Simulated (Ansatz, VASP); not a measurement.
Te2Mo: VASP beside Ansatz

```
Te Mo
1.0
     3.51959    0.00000    0.00000
    -1.75979    3.04805    0.00000
     0.00000    0.00000   13.96258
Te Mo
4 2
Direct
  0.33333 0.66667 0.62008
  0.66667 0.33333 0.12008
  0.33333 0.66667 0.87992
  0.66667 0.33333 0.37992
  0.33333 0.66667 0.25000
  0.66667 0.33333 0.75000
```

Alike in both runs: functional PBE; dispersion D3(BJ); k mesh 10 × 10 × 2; occupations gaussian, width 0.05 eV; no spin polarisation.

Ansatz relaxed the structure, and its values are those at the end. VASP's run is a single point on that final structure, the one shown.

|  | VASP | Ansatz |
| --- | --- | --- |
| version | VASP 6.6.1 | Ansatz 0.2.0 |
| potentials or method | VASP PAW PBE potentials, release 64 (Te, Mo_sv) | scalar-relativistic, plane waves, PAW |
| plane-wave cutoff (eV) | 520 | 420 |
| valence electrons in the cell | 52 | 92 |

```csv
,VASP,Ansatz,Ansatz less VASP
gap on the k mesh at the Fermi level (eV),0.69,0.70,+0.005
least direct gap on the mesh (eV),1.15,1.15,-0.001
pressure (GPa),-1.3,-1.3,-0.01
rms of the force components (eV/Å),0.003,0.003,+0.0002
```

The two sets of potentials don't hold the same shells in valence.

Caveats: spin-orbit coupling is left out, which moves the levels of the heavy elements. A k mesh can miss the band edges. As with any semilocal functional, this PBE gap is likely too small.
